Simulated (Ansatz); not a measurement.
## LiF (rocksalt): gap against strain (xy shear, engineering strain (angle))

LiF built on the rocksalt prototype, relaxed with r2SCAN in Ansatz, then strained (xy shear, engineering strain (angle); angles, axes as in the cell below) with the atoms relaxed again within the symmetry that is left. It is cubic, Fm-3m (No. 225); conventional cell a = 3.990 Å, 7.94 Å³ an atom. Around Li lie 6 F at 1.99 Å; around F lie 6 Li at 1.99 Å. Calculated for a static, non-magnetic cell.

```yaml
crystal:
  lattice:
    - [0.00000, 1.99487, 1.99487]
    - [1.99487, 0.00000, 1.99487]
    - [1.99487, 1.99487, 0.00000]
  atoms:
    - { symbol: Li, position: [0.00000, 0.00000, 0.00000] }
    - { symbol: F, position: [0.50000, 0.50000, 0.50000] }
```

Gaps are the least over each mesh (r2SCAN 10×10×10 when unstrained) and the special points, which keep their unstrained names; stress is the change from the unstrained cell, compression positive.

| strain (%) | gap, r2SCAN (eV) | edges, r2SCAN | xy stress, r2SCAN (GPa) | energy rise, r2SCAN (meV/atom) |
| --- | --- | --- | --- | --- |
| -4.87 | 10.184 | Γ | +3.29 | 4.0 |
| -3.0 | 10.242 | Γ | +2.02 | 1.5 |
| 0.0 | 10.330 | Γ | 0.00 | 0.0 |
| +5.25 | 10.171 | Γ | -3.55 | 4.6 |
